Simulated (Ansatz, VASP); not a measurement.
# Si16C15 (V_C): VASP beside Ansatz

Aim: how closely do two programs agree when they are given the same cell, functional and k mesh? The cell is taken from a series of runs on this material, whose earlier steps may have relaxed, scaled, displaced or heated it; both programs get it as it stands.

Program: Ansatz 0.2.0. Level of theory: plane waves, with VASP 6.6.1 beside it; single point at r2SCAN. Results are calculated unless marked as measured.

## Step 1: The starting structure

The cell holds 31 atoms: 16 Si and 15 C. Its edges and angles: a = 7.546 Å, b = 7.546 Å, c = 7.546 Å, α = 109.5°, β = 109.5°, γ = 109.5°. It derives from SiC (SiC (F-43m)). Nearest the centre at fractional (0.500, 0.250, 0.500): Si9 at 1.93 Å, Si10 at 1.93 Å, Si6 at 1.94 Å, Si15 at 1.94 Å, C25 at 3.01 Å, C17 at 3.01 Å, C19 at 3.01 Å, C26 at 3.01 Å. The cell carries charge +1.

Structure file:

```
Si C
1.0
    -4.35659    4.35659   -4.35659
     4.35659    4.35659    4.35659
     4.35659   -4.35659   -4.35659
Si C
16 15
Cartesian
  0.0138 0.0187 -0.0109
  0.0138 2.1650 -6.5226
  0.0139 4.3476 -4.3401
  4.3702 2.1924 2.1629
  2.1773 -2.1641 -4.3404
  2.2870 0.0146 -2.1896
  2.1773 2.1652 -0.0109
  6.5300 -0.0166 -2.1586
  4.2608 4.3728 0.0145
  -0.0959 2.1677 -2.1907
  0.0174 4.3403 -0.0187
  4.3741 2.2002 -2.1586
  -2.1829 2.1998 -4.3750
  2.1773 0.0185 -6.5225
  2.2870 2.1680 -4.3428
  2.1774 4.3475 -2.1936
  1.0938 -1.0363 -1.1388
  1.0955 1.0919 1.0898
  1.0938 3.2201 -5.3952
  5.4521 1.0919 1.0895
  7.6005 1.0803 -1.0734
  3.3032 -1.1012 -3.2784
  3.3032 1.1033 -1.0737
  3.2435 3.2546 1.1010
  1.0971 -1.0363 -5.3949
  1.0971 3.2197 -1.1390
  1.0955 5.4484 1.0897
  3.2439 5.4598 -1.1038
  -1.1125 3.2851 -3.2785
  -1.0526 5.4371 -1.1041
  3.3042 3.2857 -3.2556
```

## Step 2: Ansatz: single point, r2SCAN

Ansatz runs on its PAW soft_1 files.

A single point gives forces, pressure and levels at one fixed geometry, so differences don't come from the geometry; what else differs is listed under the comparison.

Input file input.yaml:

```yaml
crystal:
  checkpoint: "../qp1_M1.relax.run"
  host: checkpoint
total_charge: 1
basis:
  ecutwfc: 500
  xc_grid: 2
hamiltonian:
  xc: r2scan
  pseudopotentials: { kind: paw, azcp: { folder: soft_1 } }
kpoints:
  mp_grid: { grid: [2, 2, 2], shift: [0.5, 0.5, 0.5] }
magnetization:
  spin_polarized: true
  initial_magnetization: 1
  spin_locking: { lock_magnetization: hard }
scf:
  occupations: { method: fermi_dirac, width: 0.01 }
  max_iter: 80
output:
  forces: true
  eigenvalues: true
  charged_corrections:
    epsilon: 7.06
    static_epsilon: 10.43
    defect_position: [0.5, 0.25, 0.5]
  eigenstates: { localisation: true }
  populations: true
  efg: {}
checkpoint:
  read: "../qp1_M1.relax.run"
  write: "../qp1_M1.point.run"
  compress: false
  write_wavefunctions: false
  write_every: 100000
```

Launch:

```console
$ ansatz run input.yaml --threads 4 --pin off --max-ram 7536MiB --backend cpu --events-out ev --progress --plain --runs-dir out
```

Numbers of over 12 decimals in the logs are rounded to 6 here.

Log:

```text
Warning: This run holds its total moment fixed (magnetization.spin_locking.lock_magnetization: hard) and mixes its density by anderson or broyden (scf.mixing.algorithm, typed or taken by auto). Slabs with a fixed moment have converged under broyden above another state at the same moment, at the default mixing steps and at smaller ones, and under scf.lower_state_search: standard, light or off a state that such a mixer [...]
crystal.checkpoint: the structure is that of <dir>, a `relax` run, at its step 6: its result, under r2scan at a charge of 1 e; 31 atoms read, 0 with a starting moment; crystal.structure_sha256 for this input is
Engine: ansatz 0.2.0, aarch64-unknown-linux-gnu
Pseudopotentials: kind: paw
Pseudopotential: Si, paw, valence charge 4, recommended cutoff 500 eV (meta_gga), soft_1/Si.paw.azcp
Pseudopotential: C, paw, valence charge 4, recommended cutoff 500 eV (meta_gga), soft_1/C.paw.azcp
Functional definition: r2SCAN
  parameter k0 = 0.174
  parameter k1 = 0.065
  parameter a1 = 4.9479
  exchange = r2scan_x(k0 = k0, k1 = k1, a1 = a1)
  correlation = r2scan_c
Crystal: 31 atoms, lattice volume = 330.751 Å³
Basis set: ecut = 500 eV, 8391 PW (Γ), exchange–correlation on 120×120×120 points (8 copies of the dense FFT grid, shifted against one another)
Bands: 93, of which v1, the nominal top of the filled ones, is band 62 counted from 1 (61 counted from 0)
Symmetry: 1 space group operations
Space group: P1 (ITA 1), of the structure as read, at distance tolerance 6.9e-5 Å
Magnetic group: BNS 1.1 (UNI 1), of the structure as read, at distance tolerance 6.9e-5 Å
k-points: 4 of 8 (time reversal used)
Non-local potential: Si, projectors of the file, l = 0: 2, l = 1: 2, l = 2: 1
Non-local potential: C, projectors of the file, l = 0: 2, l = 1: 2, l = 2: 1
PAW form: soft (Blöchl's): semilocal exchange-correlation on the pseudo side does not see the compensation charge
PAW frozen core: Si, regenerated for the run's functional (the file was generated under x = pbe(κ = 0.804, μ = 0.219515), c = pbe(β = 0.066725))
PAW frozen core: C, regenerated for the run's functional (the file was generated under x = pbe(κ = 0.804, μ = 0.219515), c = pbe(β = 0.066725))
PAW one-centre angular grid: Si, 302 points (default); XC on 160 Gauss nodes
PAW one-centre angular grid: C, 302 points (default); XC on 219 of its mesh's 2255 points in the sphere
Initial density: read from a saved state, or passed on in memory by an earlier SCF of this step, an earlier step, the calling program or the single point that the run made first
Stability of the state it starts from, as read at its close in the collinear treatment: not read, because the mixer in use, unlike msr1, does not test its closes by its own steps (another_mixer); its run was given moments
Starting moments: Σ|m| = 1 μB on 31 of 31 sites; this step starts from the density that it was given
Initial wavefunctions: pseudopotential atomic-orbital guess — the wavefunctions supplied were not used: k-point sampling differs
Functional: x = r2scan, c = r2scan; τ floored in thin density (d = 2e-4 eV/Å³)
iter 1 solved again at ethr=2.41e-5 eV; its pass at ethr=3.10e-3 eV (dr2=2.97e-2 eV) is discarded
SCF iter   1: F=—  HF=-14015.500221 eV  |F-HF|=—  |Δ(HF+E_count)|=         —  Δρ=1.47e-3 (↑1.47e-3 ↓1.32e-3)  dr2=2.84e-2  dr2_τ=5.25e-4  dr2_m=6.79e-4  M=1.000 μB ∫|m|=1.171 μB  β_m=1.20  ethr=2.41e-5  ⟨swp⟩=7.1  Hψ=5642  notcnv=0  defer=1
preconditioner: auto → Resta (q_TF=auto, 2.314 Å⁻¹)  ε∞=4.3  [insulator: Δε(μ)=0.426 eV  Ē_g=12.435 eV  σ=0.010 eV  W_gap=1.00  n_scr=78 (ndim 8)  ℏωp=22.6 eV  f_vac=0.000  D(μ)=0.00/eV (n_scr^D=0)  ε∞_Penn≈4.3]
spin=Collinear: Resta preconditioning applied to the charge; magnetization (m = ρ↑ − ρ↓) channel mixes plain (no charge-response kernel on spin).
SCF iter   2: F=—  HF=-14015.498828 eV  |F-HF|=—  |Δ(HF+E_count)|=   1.39e-3  Δρ=8.65e-4 (↑8.65e-4 ↓8.55e-4)  dr2=1.15e-2  dr2_τ=3.59e-5  dr2_m=2.13e-5  M=1.000 μB ∫|m|=1.166 μB  β_m=1.20  ethr=2.31e-5  ⟨swp⟩=3.4  Hψ=1477  notcnv=0  defer=26  κ⁻¹=1.0e0(r=1)
SCF iter   3: F=—  HF=-14015.497778 eV  |F-HF|=—  |Δ(HF+E_count)|=   1.05e-3  Δρ=3.80e-4 (↑3.80e-4 ↓3.77e-4)  dr2=1.69e-3  dr2_τ=4.56e-6  dr2_m=8.37e-6  M=1.000 μB ∫|m|=1.163 μB  β_m=1.20  ethr=9.36e-6  ⟨swp⟩=3.2  Hψ=1482  notcnv=0  defer=26  κ⁻¹=6.8e-2(r=2)
[...]
atom  14  Si V_zz =    +0.621903   η = 0.6011   by run symmetry: allowed
            electrostatic potential = -1361.252503 V   contact ρ = 12850.642663 e/Å³   contact ρ_s (e/Å³): all electrons +0.095314, valence +0.094369
  atom  15  Si V_zz =    +5.532806   η = 0.3207   by run symmetry: allowed
            electrostatic potential = -1360.832864 V   contact ρ = 12852.994212 e/Å³   contact ρ_s (e/Å³): all electrons +1.113803, valence +1.074722
  atom  16  Si V_zz =    +0.610923   η = 0.6114   by run symmetry: allowed
            electrostatic potential = -1361.253446 V   contact ρ = 12850.641867 e/Å³   contact ρ_s (e/Å³): all electrons +0.095817, valence +0.094867
  atom  17  C  V_zz =    +1.054286   η = 0.2237   by run symmetry: allowed
            electrostatic potential = -417.996224 V   contact ρ = 865.590913 e/Å³   contact ρ_s (e/Å³): all electrons -0.021335, valence -0.020502
  atom  18  C  V_zz =    +0.113105   η = 0.1036   by run symmetry: allowed
            electrostatic potential = -418.370012 V   contact ρ = 865.437754 e/Å³   contact ρ_s (e/Å³): all electrons +0.105502, valence +0.115833
  atom  19  C  V_zz =    +1.056880   η = 0.2216   by run symmetry: allowed
            electrostatic potential = -417.996768 V   contact ρ = 865.591287 e/Å³   contact ρ_s (e/Å³): all electrons -0.021168, valence -0.020337
  atom  20  C  V_zz =    +0.112691   η = 0.0933   by run symmetry: allowed
            electrostatic potential = -418.369816 V   contact ρ = 865.437802 e/Å³   contact ρ_s (e/Å³): all electrons +0.105517, valence +0.115848
  atom  21  C  V_zz =    +0.453502   η = 0.5957   by run symmetry: allowed
            electrostatic potential = -418.212790 V   contact ρ = 865.586840 e/Å³   contact ρ_s (e/Å³): all electrons +0.122067, valence +0.138800
  atom  22  C  V_zz =    +0.456860   η = 0.6011   by run symmetry: allowed
            electrostatic potential = -418.210481 V   contact ρ = 865.587214 e/Å³   contact ρ_s (e/Å³): all electrons +0.120597, valence +0.137138
  atom  23  C  V_zz =    +0.456230   η = 0.6002   by run symmetry: allowed
            electrostatic potential = -418.211215 V   contact ρ = 865.587097 e/Å³   contact ρ_s (e/Å³): all electrons +0.120945, valence +0.137539
  atom  24  C  V_zz =    +0.452404   η = 0.5923   by run symmetry: allowed
            electrostatic potential = -418.214094 V   contact ρ = 865.586718 e/Å³   contact ρ_s (e/Å³): all electrons +0.122527, valence +0.139345
  atom  25  C  V_zz =    +1.058935   η = 0.2220   by run symmetry: allowed
            electrostatic potential = -417.996427 V   contact ρ = 865.591183 e/Å³   contact ρ_s (e/Å³): all electrons -0.021416, valence -0.020564
  atom  26  C  V_zz =    +1.057511   η = 0.2232   by run symmetry: allowed
            electrostatic potential = -417.995954 V   contact ρ = 865.591140 e/Å³   contact ρ_s (e/Å³): all electrons -0.021424, valence -0.020568
  atom  27  C  V_zz =    -0.451953   η = 0.0039   by run symmetry: allowed
            electrostatic potential = -418.095153 V   contact ρ = 865.485211 e/Å³   contact ρ_s (e/Å³): all electrons -0.004862, valence -0.004703
  atom  28  C  V_zz =    +0.456227   η = 0.5915   by run symmetry: allowed
            electrostatic potential = -418.212326 V   contact ρ = 865.587197 e/Å³   contact ρ_s (e/Å³): all electrons +0.121655, valence +0.138332
  atom  29  C  V_zz =    +0.457431   η = 0.5942   by run symmetry: allowed
            electrostatic potential = -418.211212 V   contact ρ = 865.587377 e/Å³   contact ρ_s (e/Å³): all electrons +0.121156, valence +0.137746
  atom  30  C  V_zz =    +0.453573   η = 0.5972   by run symmetry: allowed
            electrostatic potential = -418.213124 V   contact ρ = 865.586900 e/Å³   contact ρ_s (e/Å³): all electrons +0.121832, valence +0.138604
  atom  31  C  V_zz =    +0.452558   η = 0.5969   by run symmetry: allowed
            electrostatic potential = -418.213914 V   contact ρ = 865.586857 e/Å³   contact ρ_s (e/Å³): all electrons +0.122123, valence +0.138951
--- Charged-cell corrections in eV (Makov–Payne, q = +1.000 e, ε = 7.060 of the electrons, 10.430 with the ions) ---
  F (periodic)     = -14015.498007  (uncorrected; the corrections below are reported, never added to it)
  E_corr1          = +0.425942  (monopole, q²α_M/2εL)
  F Makov-Payne    = n/a  (the rows are of the electrons' constant alone; ansatz place-levels tells what screens the charge)
  no potential alignment in this run, which stands beside a crystal: run the host's input off ansatz write-host-input, and read the two finished runs by ansatz place-levels (neither reads a slab, a wire or a sheet, whose cell leaves a vacuum)
--- Band table (eV; the first three rows and the last of 8) ---
  k-point 0 ↑: bands = [... 58 lower, 8.4652, 8.4658, 8.4917, 10.7774, 11.7582, 11.7608, 13.2518, 13.3010, ... 27 higher]
  k-point 1 ↑: bands = [... 58 lower, 8.1967, 8.3017, 8.3413, 10.6061, 11.2115, 11.6393, 11.8260, 12.6247, ... 27 higher]
  k-point 2 ↑: bands = [... 58 lower, 8.1969, 8.3017, 8.3413, 10.6061, 11.2120, 11.6387, 11.8261, 12.6247, ... 27 higher]
  k-point 3 ↓: bands = [... 58 lower, 8.2439, 8.2447, 8.4717, 11.1871, 11.8364, 11.8936, 11.8949, 12.7733, ... 27 higher]
--- Löwdin populations: 31 sites ---
  site symbol       q [e]    m [muB]
     0     Si      2.9150     0.0066
     1     Si      2.9153     0.0065
     2     Si      2.9153     0.0065
     3     Si      2.9151     0.0066
     4     Si      2.9152     0.0066
     5     Si      3.1556     0.1646
     6     Si      2.9151     0.0066
     7     Si      2.9256     0.0012
     8     Si      3.1582     0.1669
     9     Si      3.1569     0.1653
    10     Si      2.9257     0.0012
    11     Si      2.9257     0.0012
    12     Si      2.9257     0.0012
    13     Si      2.9153     0.0065
    14     Si      3.1585     0.1689
    15     Si      2.9152     0.0065
    16      C      4.9280     0.0007
    17      C      4.9553     0.0201
    18      C      4.9277     0.0006
    19      C      4.9553     0.0201
    20      C      4.9415     0.0238
    21      C      4.9413     0.0235
    22      C      4.9414     0.0236
    23      C      4.9415     0.0239
    24      C      4.9276     0.0007
    25      C      4.9277     0.0007
    26      C      4.9358    -0.0001
    27      C      4.9413     0.0237
    28      C      4.9413     0.0236
    29      C      4.9414     0.0237
    30      C      4.9414     0.0238
  spilling = 0.010229 (of n_electrons = 123.000000)
```

(Part 1 of 2 ends here.)

[Lines on the potential files, build, host, timing and source positions are cut from VASP's logs without a mark.]

[Logs are printed without paths, hosts, clocks, repeated set-up lines and the standing remarks that a program may print on its own settings, such as how far it seeks lower states.]

[Hosts, paths, dates, database ids (printed as entryN), source tags and the programs' standing remarks are cut or masked in the printed files.]
